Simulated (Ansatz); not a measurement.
Crystal: CuI (Marshite).

```xyz
2
Lattice="0.0000 3.0315 3.0315 3.0315 0.0000 3.0315 3.0315 3.0315 0.0000" Properties=species:S:1:pos:R:3 pbc="T T T"
I     0.0000    0.0000    0.0000
Cu    4.5473    4.5473    4.5473
```

```yaml
Program: Ansatz 0.2.0
Task: relaxation of cell and atoms
Functional: B3LYP
Potentials_or_basis: Ansatz PAW
Cutoff: "420 eV (not typed: the program's choice for these potentials)"
k_mesh: 4 × 4 × 4
Occupations: fermi-dirac, width 0.05 eV
Spin: no spin polarisation
```

At the start: volume 27.86 Å³/atom.

**Question.** How do energy, volume and symmetry change on relaxing?

**Answer.** It ends after 5 steps and the volume is 30.36 Å³/atom (+9.0 %); space group F-43m (No. 216, to 0.05 Å).

Step by step:
```csv
step,energy change (eV),largest force (eV/Å),volume (Å³)
1,0.0000,0.0000,55.72
2,-0.0441,0.0000,60.11
3,-0.0444,0.0000,60.63
4,-0.0444,0.0000,60.73
5,-0.0463,0.0000,60.73
```

Final structure:
```
I Cu
1.0
     0.00000    3.11971    3.11971
     3.11971    0.00000    3.11971
     3.11971    3.11971    0.00000
I Cu
1 1
Cartesian
  0.0000 0.0000 0.0000
  4.6796 4.6796 4.6796
```

Caveat: the k mesh is coarse (spacing up to 0.45 Å⁻¹), so the values aren't converged, least of all with exact exchange; the plane-wave basis is chosen anew once the cell has moved, so the energies of steps on either side of that aren't comparable; the PAW data sets come from PBE, with cores solved anew for the run's functional, which leaves a small shift of forces and pressure.
